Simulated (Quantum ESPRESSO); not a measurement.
Runs of Quantum ESPRESSO 7.5 on NiO. Symmetry: Fm-3m, No. 225, cubic system. The conventional cell has a = 4.183 Å, b = 4.183 Å, c = 4.183 Å, α = 90.00°, β = 90.00°, γ = 90.00°. Ni (site symmetry m-3m) has 6 O at 2.09 Å as nearest neighbours. O (site symmetry m-3m) has 6 Ni at 2.09 Å as nearest neighbours. 

```csv
level,form of the LDA correlation,gap on the mesh (eV),pressure (GPa),moment (μB)
PBEsol+U,-,(b),2.0,2.00
RPBE+U,-,2.82,17.6,2.00
PW91+U,-,2.67,10.8,2.00
revPBE+U,-,2.78,16.0,2.00
LDA+U,PW92,1.95,-6.0,2.00
PBE+U,-,(a),11.5,2.00
```

Alike in all rows: task single point; potentials or basis PseudoDojo 0.4.1 SR LDA stringent; spin collinear, ferromagnetic start; Ni d U = 7 eV; cell as given; k mesh 8 × 8 × 8; cutoff (eV) 1415; smearing gaussian 0.05 eV.

Task: Fill in the values left out.

Result: (a) 2.69; (b) 2.45.

Caveats: a cell with one magnetic atom can't hold antiferromagnetic order, which such compounds often take; the potentials were made for another functional, which shifts forces and pressure (some runs).

A k mesh can miss the band edges.
